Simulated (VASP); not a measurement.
# CdS: electric field gradients, by spin-orbit coupling

CdS, P6_3mc (no. 186), 4 atoms in the cell.

| Spin-orbit coupling | Vzz of the first element (V/Å²) | Vzz of the second element (V/Å²) | Time (s) |
|---|---|---|---|
| no | -4.00 | 1.06 | 18 |
| yes | -4.00 | 1.06 | 108 |

## Input of the first row

INCAR:
```
GGA      = PE             # functional
PREC     = Accurate       # precision mode
ENCUT    = 450            # plane-wave cutoff, eV
EDIFF    = 1E-7           # SCF threshold, eV
LREAL    = F              # projectors in reciprocal space
LASPH    = T              # aspherical terms in the spheres
ALGO     = Normal         # electronic algorithm
NELM     = 120            # most SCF steps
LWAVE    = F              # write WAVECAR
LCHARG   = F              # write CHGCAR
ISMEAR   = 0              # smearing method
SIGMA    = 0.02           # smearing width, eV
KPAR     = 4            
LEFG     = T            
QUAD_EFG = 0 -67.8       
```

KPOINTS:
```
k-points
0
Gamma
  7 7 4
```

POSCAR:
```
CdS
1.0
    4.1500000000      0.0000000000      0.0000000000
   -2.0750000000      3.5940054257      0.0000000000
    0.0000000000      0.0000000000      6.7370000000
Cd S
2 2
Direct
    0.6666666667      0.3333333333      0.5000000000
    0.3333333333      0.6666666667      0.0000000000
    0.6666666667      0.3333333333      0.8750000000
    0.3333333333      0.6666666667      0.3750000000
```

Commands:
```
cat potpaw_PBE.64/Cd/POTCAR potpaw_PBE.64/S/POTCAR > POTCAR
mpirun -np 4 vasp_std > vasp.out
```

Changes of the last row against the first:
```
+ LSORBIT = True
+ MAGMOM = 12*0
+ GGA_COMPAT = False
- vasp_std
+ vasp_ncl
```

VASP 6.6.1 took 18 s on 4 cores (Intel Xeon Platinum 8488C (Sapphire Rapids)), a shared host.
